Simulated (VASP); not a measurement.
# SnTe (F-43m) in VASP: notebook, part 3 of 3

VASP 6.6.1.

## Step 4: Single point, PBE, spin-orbit coupling, no magnetisation

INCAR

```
SYSTEM = SnTe
PREC = Accurate
ENCUT = 400
EDIFF = 1E-7
ISMEAR = 0
SIGMA = 0.02
LREAL = .False.
LASPH = .True.
NELM = 100
ALGO = Normal
ISIF = 2
LWAVE = .False.
LCHARG = .False.
MAGMOM = 0 0 0 0 0 0
LORBIT = 11
LSORBIT = .True.
GGA_COMPAT = .False.
GGA = PE
NBANDS = 36
```

KPOINTS

```
regular mesh
0
Gamma
  8 8 8
  0 0 0
```

POSCAR

```
SnTe
1.0
    0.0000000000      3.6111460000      3.6111460000
    3.6111460000      0.0000000000      3.6111460000
    3.6111460000      3.6111460000      0.0000000000
Te Sn
1 1
Direct
    0.2500000000      0.2500000000      0.2500000000
    0.0000000000      0.0000000000      0.0000000000
```

Potentials or basis: VASP PAW PBE potentials, release 64 (Te, Sn_d).

On the command line:

```
$ cat potpaw_PBE.64/Te/POTCAR potpaw_PBE.64/Sn_d/POTCAR > POTCAR
$ mpirun -np 1 vasp_ncl > vasp.out
```

OUTCAR:

```text
SYSTEM = SnTe
   PREC = Accurate
   ENCUT = 400
   EDIFF = 1E-7
   ISMEAR = 0
   LREAL = .False.
   LASPH = .True.
   NELM = 100
   ISIF = 2
   LORBIT = 11
   LSORBIT = .True.
   GGA = PE

 Found     43 irreducible k-points:

 Following reciprocal coordinates:
            Coordinates               Weight
  0.000000  0.000000  0.000000      1.000000
  0.125000  0.000000  0.000000      4.000000
 -0.125000  0.000000  0.000000      4.000000
  0.250000  0.000000  0.000000      4.000000
 -0.250000  0.000000  0.000000      4.000000
  0.375000  0.000000  0.000000      4.000000
   k-points           NKPTS =     43   k-points in BZ     NKDIM =     43   number of bands    NBANDS=     36
   number of dos      NEDOS =    301   number of ions     NIONS =      2
   total plane-waves  NPLWV =  46656
   dimension x,y,z NGX =    36 NGY =   36 NGZ =   36
   dimension x,y,z NGXF=    72 NGYF=   72 NGZF=   72
   ions per type =               1   1
   NGX,Y,Z   is equivalent  to a cutoff of  11.72, 11.72, 11.72 a.u.
   NGXF,Y,Z  is equivalent  to a cutoff of  23.44, 23.44, 23.44 a.u.
 SYSTEM =  SnTe
   PREC   = accura    normal or accurate (medium, high low for compatibility)
   ISTART =      0    job   : 0-new  1-cont  2-samecut
   ICHARG =      2    charge: 1-file 2-atom 10-const
   ISPIN  =      1    spin polarized calculation?
   LNONCOLLINEAR =      T non collinear calculations
   LSORBIT =      T    spin-orbit coupling
   LASPH  =      T    aspherical Exc in radial PAW
   ENCUT  =  400.0 eV  29.40 Ry    5.42 a.u.   8.33  8.33  8.33*2*pi/ulx,y,z
   NELM   =    100;   NELMIN=  2; NELMDL= -5     # of ELM steps
   EDIFF  = 0.1E-06   stopping-criterion for ELM
   LREAL  =      F    real-space projection
   EDIFFG = 0.1E-05   stopping-criterion for IOM
   NSW    =      0    number of steps for IOM
   IBRION =     -1    ionic relax: 0-MD 1-quasi-New 2-CG
   NFREE  =      0    steps in history (QN), initial steepest desc. (CG)
   ISIF   =      2    stress and relaxation
   ISYM   =      2    0-nonsym 1-usesym 2-fastsym
   POTIM  = 0.5000    time-step for ionic-motion
   TEBEG  =    0.0;   TEEND  =   0.0 temperature during run
   PSTRESS=    0.0 pullay stress
   NELECT =      20.0000    total number of electrons
   NUPDOWN=      -1.0000    fix difference up-down
   EMIN   =  10.00;   EMAX   =-10.00  energy-range for DOS
   EFERMI =   0.00;   METHOD = LEGACY
   ISMEAR =     0;   SIGMA  =   0.02  broadening in eV -4-tet -1-fermi 0-gaus
   EFERMI_NEDOS =   21; number of points for ismear=-14 and -15
   IALGO  =     38    algorithm
   IMIX   =      4    mixing-type and parameters
     AMIX     =   0.40;   BMIX     =  1.00
     AMIX_MAG =   1.60;   BMIX_MAG =  1.00
  volume/ion in A,a.u.               =      47.09       317.78
  Fermi-wavevector in a.u.,A,eV,Ry     =   0.976704  1.845704 12.979296  0.953951
  Thomas-Fermi vector in A             =   2.107344
   LORBIT       =     11    0 simple, 1 ext, 2 COOP (PROOUT), +10 PAW based schemes
   GGA     = PE    functional components
   LHFCALC =     F    Hartree Fock is set to
   AEXX    =    0.0000 exact exchange contribution
   IVDW    =     0    specifies the selected vdW correction
   LEPSILON=     F    determine dielectric tensor
   LRPA    =     F    only Hartree local field effects (RPA)
 Gauss-broadening in eV      SIGMA  =   0.02
  energy-cutoff  :      400.00
  volume of cell :       94.18
 maximum number of plane-waves:      3454
 NGX is ok and might be reduce to    36
   NGX = 17   NGY = 17   NGZ = 17

 number of electron      19.9999988 magnetization      -0.0000000     -0.0000000      0.0000000

 number of electron      19.9999988 magnetization       0.0000000      0.0000000      0.0000000
[... 18 lines left out ...]
 fundamental gap:      0.0693829567
 Fermi energy:         3.3264210351

 k-point     1 :       0.0000    0.0000    0.0000
  band No.  band energies     occupation
      1     -19.2175      1.00000
      2     -19.2175      1.00000
      3     -19.2175      1.00000
      4     -19.2175      1.00000
      5     -18.1847      1.00000
      6     -18.1847      1.00000
[... 199 lines left out ...]
     31       9.4865      0.00000
     32       9.4988      0.00000

 [... further k-points ...]

 [bands above 32 left out]

------------------------ aborting loop because EDIFF is reached ----------------------------------------

  FORCE on cell =-STRESS in cart. coord.  units (eV):
  Direction    XX          YY          ZZ          XY          YZ          ZX
  --------------------------------------------------------------------------------------
  -------------------------------------------------------------------------------------
  Total       -0.0500245     -0.0500245     -0.0500245     -0.0000000     -0.0000000      0.0000000
  in kB       -0.8509969     -0.8509969     -0.8509969     -0.0000000     -0.0000000      0.0000000
  external PRESSURE =      -0.8509969 kB  Pullay stress =       0.0000000 kB

 VOLUME and BASIS-vectors are now :
 -----------------------------------------------------------------------------
  energy-cutoff  :      400.00
  volume of cell :       94.18
      direct lattice vectors                 reciprocal lattice vectors
     0.000000000  3.611146000  3.611146000    -0.138460201  0.138460201  0.138460201
     3.611146000  0.000000000  3.611146000     0.138460201 -0.138460201  0.138460201
     3.611146000  3.611146000  0.000000000     0.138460201  0.138460201 -0.138460201

 POSITION                                       TOTAL-FORCE (eV/Angst)
 -----------------------------------------------------------------------------------
      1.80557      1.80557      1.80557        -0.000000     -0.000000     -0.000000
      0.00000      0.00000      0.00000         0.000000      0.000000      0.000000
 -----------------------------------------------------------------------------------
    total drift:                                0.000000      0.000000      0.000000

  FREE ENERGIE OF THE ION-ELECTRON SYSTEM (eV)
  ---------------------------------------------------
  free  energy   TOTEN  =        -7.2282362842 eV

  energy  without entropy=       -7.2282271187  energy(sigma->0) =       -7.22823170

 Spin-Orbit-Coupling matrix elements

 Ion:    1  E_soc:     -0.2263554
 l=   1
     0.0000000    -0.0377260    -0.0377260
    -0.0377260     0.0000000    -0.0377260
    -0.0377260    -0.0377260     0.0000000
 l=   2
     0.0000000     0.0000093     0.0000000     0.0000093    -0.0000092
     0.0000093     0.0000000    -0.0000069     0.0000093    -0.0000023
     0.0000000    -0.0000069     0.0000000    -0.0000069     0.0000000
     0.0000093     0.0000093    -0.0000069     0.0000000    -0.0000023
    -0.0000092    -0.0000023     0.0000000    -0.0000023     0.0000000
 l=   3
     0.0000000     0.0000000     0.0000000     0.0000000     0.0000000     0.0000000     0.0000000
     0.0000000     0.0000000     0.0000000     0.0000000     0.0000000     0.0000000     0.0000000
     0.0000000     0.0000000     0.0000000     0.0000000     0.0000000     0.0000000     0.0000000
     0.0000000     0.0000000     0.0000000     0.0000000     0.0000000     0.0000000     0.0000000
     0.0000000     0.0000000     0.0000000     0.0000000     0.0000000     0.0000000     0.0000000
     0.0000000     0.0000000     0.0000000     0.0000000     0.0000000     0.0000000     0.0000000
     0.0000000     0.0000000     0.0000000     0.0000000     0.0000000     0.0000000     0.0000000

 Ion:    2  E_soc:     -0.1047385
 l=   1
     0.0000000    -0.0113299    -0.0113299
    -0.0113299     0.0000000    -0.0113299
    -0.0113299    -0.0113299     0.0000000
 l=   2
     0.0000000    -0.0012417     0.0000000    -0.0012417    -0.0048848
    -0.0012417     0.0000000    -0.0036636    -0.0012417    -0.0012212
     0.0000000    -0.0036636     0.0000000    -0.0036636     0.0000000
    -0.0012417    -0.0012417    -0.0036636     0.0000000    -0.0012212
    -0.0048848    -0.0012212     0.0000000    -0.0012212     0.0000000
 l=   3
     0.0000000     0.0000000     0.0000000     0.0000000     0.0000000     0.0000000     0.0000000
     0.0000000     0.0000000     0.0000000     0.0000000     0.0000000     0.0000000     0.0000000
     0.0000000     0.0000000     0.0000000     0.0000000     0.0000000     0.0000000     0.0000000
     0.0000000     0.0000000     0.0000000     0.0000000     0.0000000     0.0000000     0.0000000
     0.0000000     0.0000000     0.0000000     0.0000000     0.0000000     0.0000000     0.0000000
     0.0000000     0.0000000     0.0000000     0.0000000     0.0000000     0.0000000     0.0000000
     0.0000000     0.0000000     0.0000000     0.0000000     0.0000000     0.0000000     0.0000000

 total charge

# of ion       s       p       d       tot
------------------------------------------
    1        1.392   1.953   0.016   3.361
    2        1.398   0.701   9.957  12.055
--------------------------------------------------
tot          2.790   2.653   9.973  15.416

 magnetization (x)

# of ion       s       p       d       tot
------------------------------------------
    1       -0.000   0.000   0.000   0.000
    2       -0.000   0.000   0.000  -0.000
--------------------------------------------------
tot         -0.000   0.000   0.000   0.000

 magnetization (y)

# of ion       s       p       d       tot
------------------------------------------
    1        0.000   0.000   0.000   0.000
    2        0.000   0.000   0.000   0.000
--------------------------------------------------
tot          0.000   0.000   0.000   0.000

 magnetization (z)

# of ion       s       p       d       tot
------------------------------------------
    1        0.000   0.000   0.000   0.000
    2       -0.000  -0.000   0.000  -0.000
--------------------------------------------------
tot         -0.000   0.000   0.000  -0.000
```

OSZICAR:

```text
N       E                     dE             d eps       ncg     rms          rms(c)
DAV:   1     0.147657206269E+03    0.14766E+03   -0.75795E+03  3112   0.952E+02
DAV:   2     0.134478003017E+02   -0.13421E+03   -0.12809E+03  3192   0.279E+02
DAV:   3    -0.641042615456E+01   -0.19858E+02   -0.19491E+02  3692   0.110E+02
DAV:   4    -0.733392319365E+01   -0.92350E+00   -0.92095E+00  3640   0.263E+01
DAV:   5    -0.737131235304E+01   -0.37389E-01   -0.37386E-01  4312   0.495E+00    0.487E+00
DAV:   6    -0.722689141902E+01    0.14442E+00   -0.26861E-01  3736   0.266E+00    0.324E+00
DAV:   7    -0.722552062663E+01    0.13708E-02   -0.72812E-02  3412   0.102E+00    0.175E+00
DAV:   8    -0.722645881963E+01   -0.93819E-03   -0.28524E-03  3432   0.401E-01    0.715E-01
DAV:   9    -0.722744044035E+01   -0.98162E-03   -0.14899E-03  3776   0.266E-01    0.165E-01
DAV:  10    -0.722794814915E+01   -0.50771E-03   -0.35348E-04  3320   0.124E-01    0.504E-02
DAV:  11    -0.722818640102E+01   -0.23825E-03   -0.17933E-04  3424   0.606E-02    0.251E-02
DAV:  12    -0.722823144476E+01   -0.45044E-04   -0.47355E-05  3668   0.305E-02    0.203E-02
DAV:  13    -0.722823457860E+01   -0.31338E-05   -0.30076E-06  3448   0.142E-02    0.887E-03
DAV:  14    -0.722823601457E+01   -0.14360E-05   -0.18838E-06  2932   0.594E-03    0.170E-03
DAV:  15    -0.722823620855E+01   -0.19398E-06   -0.29711E-07  3156   0.483E-03    0.215E-03
DAV:  16    -0.722823628420E+01   -0.75650E-07   -0.30305E-08  2576   0.146E-03
   1 F= -.72282363E+01 E0= -.72282317E+01  d E =-.916549E-05  mag=    -0.0000    -0.0000    -0.0000
```

stdout:

```text
POSCAR found type information on POSCAR TeSn
 POSCAR found :  2 types and       2 ions
 scaLAPACK will be used
 LDA part: xc-table for (Slater+PW92), standard interpolation
 POSCAR, INCAR and KPOINTS ok, starting setup
 FFT: planning ... GRIDC
 FFT: planning ... GRID_SOFT
 FFT: planning ... GRID
 WAVECAR not read
 entering main loop
```

Run time: 2.6 min. Hardware: 1 thread of Intel Xeon Platinum 8488C (Sapphire Rapids), shared host; peak memory 0.45 GiB.

The run converged, but some of its settings lie outside the range that counts as converged, so its numbers aren't taken as properties of the crystal.

What came out:

```
Free energy                                           : -7.2282 eV
Pressure                                              : -0.1 GPa
Valence electrons inside the program's atomic spheres : Te 3.36; Sn 12.05
```

## Step 5: Single point, PBE, spin-orbit coupling, no magnetisation

INCAR, as its differences from that of step 4:

```diff
@@ -2,3 +2,3 @@
 PREC = Accurate
-ENCUT = 400
+ENCUT = 280
 EDIFF = 1E-7
```

KPOINTS

```
regular mesh
0
Gamma
  4 4 4
  0 0 0
```

POSCAR is that of step 4.

On the command line:

```
$ cat potpaw_PBE.64/Te/POTCAR potpaw_PBE.64/Sn_d/POTCAR > POTCAR
$ mpirun -np 1 vasp_ncl > vasp.out
```

Wall time 30 s (1 thread of Intel Xeon Platinum 8488C (Sapphire Rapids), shared host); peak memory 0.24 GiB.

These settings aren't checked as converged: the numbers below hold their error.

Results:

```yaml
Free_energy: -7.2465 eV
Pressure: -0.6 GPa
Valence_electrons_inside_the_program's_atomic_spheres: Te 3.35; Sn 12.05
```

Caveat: the k mesh is coarse (spacing up to 0.38 Å⁻¹), so the values aren't converged; the cutoff is under 1.25 times the usual one of these potentials, so pressure, stress and relaxed cells hold a basis-set (Pulay) error.

## Step 6: Single point, PBE, spin-orbit coupling, no magnetisation

INCAR, as its differences from that of step 5:

```diff
@@ -2,3 +2,3 @@
 PREC = Accurate
-ENCUT = 280
+ENCUT = 400
 EDIFF = 1E-7
```

KPOINTS

```
regular mesh
0
Gamma
  3 3 3
  0 0 0
```

POSCAR is that of step 5.

Potentials or basis: VASP PAW PBE potentials, release 64 (Te, Sn_d).

On the command line:

```
$ cat potpaw_PBE.64/Te/POTCAR potpaw_PBE.64/Sn_d/POTCAR > POTCAR
$ mpirun -np 1 vasp_ncl > vasp.out
```

Run time: 36 s. Hardware: 1 thread of Intel Xeon Platinum 8488C (Sapphire Rapids), shared host; peak memory 0.38 GiB.

These settings aren't checked as converged: the numbers below hold their error.

Results:

* Free energy: -7.3399 eV
* Pressure: -0.8 GPa
* Valence electrons inside the program's atomic spheres: Te 3.35; Sn 12.05

Caveat: the k mesh is coarse (spacing up to 0.50 Å⁻¹), so the values aren't converged.
